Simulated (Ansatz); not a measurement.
# CdS: the band gap up the ladder of functionals

The task here is to estimate one member of a computed series from the others.

The runs shown are made with Ansatz 0.2.0. PAW datasets, plane waves. Spin-unpolarised throughout; all numbers are computed.

### The system as given

The cell was relaxed beforehand with r2SCAN.

It is hexagonal, P6_3mc (No. 186); conventional cell a = 4.165 Å, c = 6.766 Å, 25.41 Å³ an atom. Near Cd stand 4 S at 2.54–2.55 Å; near S stand 4 Cd at 2.54–2.55 Å.

Coordinates:

```cif
data_structure
_symmetry_space_group_name_H-M 'P6_3mc'
_symmetry_Int_Tables_number 186
_cell_length_a 4.1646
_cell_length_b 4.1646
_cell_length_c 6.7660
_cell_angle_alpha 90.000
_cell_angle_beta 90.000
_cell_angle_gamma 120.000
_cell_volume 101.63
loop_
_atom_site_label
_atom_site_type_symbol
_atom_site_symmetry_multiplicity
_atom_site_Wyckoff_symbol
_atom_site_fract_x
_atom_site_fract_y
_atom_site_fract_z
_atom_site_occupancy
Cd1 Cd 2 b 0.33333 0.66667 0.99904 1
S1 S 2 b 0.33333 0.66667 0.37596 1
```

Set-up of the first run:

input.yaml

```yaml
crystal:
  lattice:
    - [4.1646012805, 0.0, 0.0]
    - [-2.0823006403, 3.6066505056, 0.0]
    - [0.0, 0.0, 6.7660104844]
  atoms:
    - { symbol: Cd, position: [0.3333333333, 0.6666666667, -0.0009631161] }
    - { symbol: Cd, position: [0.6666666667, 0.3333333333, 0.4990368839] }
    - { symbol: S, position: [0.3333333333, 0.6666666667, 0.3759631161] }
    - { symbol: S, position: [0.6666666667, 0.3333333333, 0.8759631161] }
kpoints:
  mp_grid: { grid: [12, 12, 4] }
  band_path:
    path:
      - [[0.0, 0.0, 0.0], [0.5, -1.149592978294e-17, -4.021168335307e-18], [0.3333333333333, 0.3333333333333, -2.680778890204e-18], [0.0, 0.0, 0.0], [-5.97136209909e-35, -5.140755573248e-36, 0.5], [0.5, -1.111533562398e-17, 0.5], [0.3333333333333, 0.3333333333333, 0.5], [-5.97136209909e-35, -5.140755573248e-36, 0.5]]
      - [[0.5, -1.111533562398e-17, 0.5], [0.5, -1.149592978294e-17, -4.021168335307e-18]]
      - [[0.3333333333333, 0.3333333333333, 0.5], [0.3333333333333, 0.3333333333333, -2.680778890204e-18]]
    npoints: 10
hamiltonian:
  xc: pbe
scf:
  occupations: { method: fermi_dirac, width: 0.02 }
  n_extra_bands: 5
output:
  forces: true
  stress: true
  eigenvalues: true
```

Command:

```
ansatz run input.yaml --threads 2 --pin off --max-ram 2211MiB --backend cpu --events-out ev --progress --plain --runs-dir out
```

Among the steps run: Band structure with PBE; r2SCAN; Single point with HSE06; Single point with PBE+SOC; G0W0 on PBE; PBE0 at the same geometry.

One of the session's tables, all rows but one given; the rest of the session is left out.

| level | gap (eV) |
| --- | --- |
| PBE | 1.17 |
| r2SCAN | 1.63 |
| HSE06 | 2.19 |
| PBE+SOC | ? |
| G0W0@PBE (303 empty bands) | 1.92 |
| PBE0 | 2.83 |

Estimate the missing values for PBE+SOC.

The run gave: gap (eV): 1.16. In the column «gap (eV)» it is the lowest.

Meshes: PBE 12×12×4, r2SCAN 12×12×4, HSE06 6×6×4, PBE+SOC 12×12×4, PBE0 6×6×4

Limits of these values: G0W0 here is at a finite number of bands, screening cutoff and k mesh, not at the basis limit. Warnings in the runs' records: stress exchange threshold loose, stress scf threshold loose.
